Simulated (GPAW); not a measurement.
Crystal: Al.

```
Al
1.0
     0.00000    2.02481    2.02481
     2.02481    0.00000    2.02481
     2.02481    2.02481    0.00000
Al
1
Direct
  0.00000 0.00000 0.00000
```

- Program: GPAW 26.7.0
- Task: relaxation of cell and atoms
- Functional: PBEsol
- Potentials or basis: PAW data sets generated in the run's folder for this functional
- Cutoff: 600 eV
- Basis: pw
- k mesh: 11 × 11 × 11
- Occupations: fermi-dirac, width 0.05 eV
- Spin: no spin polarisation

At the start: pressure -1.8 GPa; volume 16.60 Å³/atom.

Q: How do energy, volume and symmetry change on relaxing?

A: Over 3 steps the energy falls by 2.1 meV/atom and the volume is 16.23 Å³/atom (-2.2 %); space group Fm-3m (No. 225, to 0.05 Å).

Step by step:
| step | energy change (eV) | largest force (eV/Å) | pressure (GPa) | volume (Å³) |
| --- | --- | --- | --- | --- |
| 1 | 0.0000 | 0.0000 | -1.78 | 16.60 |
| 2 | -0.0012 | 0.0000 | -1.17 | 16.47 |
| 3 | -0.0021 | 0.0000 | 0.03 | 16.23 |

Final structure:
```cif
data_structure
_symmetry_space_group_name_H-M 'P 1'
_symmetry_Int_Tables_number 1
_cell_length_a 2.8419
_cell_length_b 2.8419
_cell_length_c 2.8419
_cell_angle_alpha 60.000
_cell_angle_beta 60.000
_cell_angle_gamma 60.000
_cell_volume 16.23
loop_
_atom_site_label
_atom_site_type_symbol
_atom_site_fract_x
_atom_site_fract_y
_atom_site_fract_z
_atom_site_occupancy
Al1 Al 0.00000 0.00000 0.00000 1
```

The cell as given is a measured one (16.60 Å³/atom); PBEsol puts the equilibrium volume -2.2 % from it, thermal expansion not counted.

Caveat: later steps reuse the first step's grids.
